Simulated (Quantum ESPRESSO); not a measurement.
The system is Ta.

```
Ta
1.0
    -1.65128    1.65128    1.65128
     1.65128   -1.65128    1.65128
     1.65128    1.65128   -1.65128
Ta
1
Cartesian
  0.0000 0.0000 0.0000
```

```yaml
Program: Quantum ESPRESSO 7.5
Task: phonon dispersion
Functional: PBE
Potentials_or_basis: PseudoDojo 0.4.1 SR PBE standard
Cutoff: 789 eV
Density_cutoff: 3157 eV
k_mesh: 12 × 12 × 12
Occupations: cold, width 0.2 eV
Spin: no spin polarisation
Mixing_beta: 0.5
Most_SCF_iterations: 120
SCF_threshold: 2e-10 Ry
q_mesh: 3 × 3 × 3
```

The cell and the atoms were relaxed first, to 18.22 Å³/atom (a = 2.871 Å, b = 2.871 Å, c = 2.871 Å, α = 109.47°, β = 109.47°, γ = 109.47°), and the response was taken there.

Task: Is this structure dynamically stable at this level, and how far does the spectrum reach?

Result: Yes, as far as this q mesh shows: no mode on the path is imaginary. The highest frequency is 145 cm⁻¹.

Phonon frequencies at the corners of the path (cm⁻¹, interpolated; i marks imaginary ones):
```csv
point,frequencies
Γ,0 0 0
H,141 141 141
N,70 114 132
P,69 69 69
```

Harmonic thermodynamics per atom at this volume (zero-point energy 19.2 meV, Debye temperature from the second moment 198 K):
| T (K) | free energy (meV) | entropy (k_B) | heat capacity Cv (k_B) |
| --- | --- | --- | --- |
| 50 | 18.3 | 0.75 | 1.53 |
| 100 | 11.9 | 2.18 | 2.49 |
| 200 | -15.8 | 4.06 | 2.86 |
| 298.15 | -55.3 | 5.22 | 2.94 |
| 500 | -160.5 | 6.75 | 2.98 |
| 800 | -354.5 | 8.15 | 2.99 |

Phonon states per cell in windows of 10 cm⁻¹ (negative: imaginary):
| from (cm⁻¹) | total |
| --- | --- |
| 0 | 0.00 |
| 10 | 0.00 |
| 20 | 0.00 |
| 30 | 0.01 |
| 40 | 0.02 |
| 50 | 0.07 |
| 60 | 0.19 |
| 70 | 0.38 |
| 80 | 0.27 |
| 90 | 0.30 |
| 100 | 0.40 |
| 110 | 0.45 |
| 120 | 0.40 |
| 130 | 0.36 |
| 140 | 0.15 |

Caveat: the q mesh is small, so phonon branches between its points and thermal values are rough.
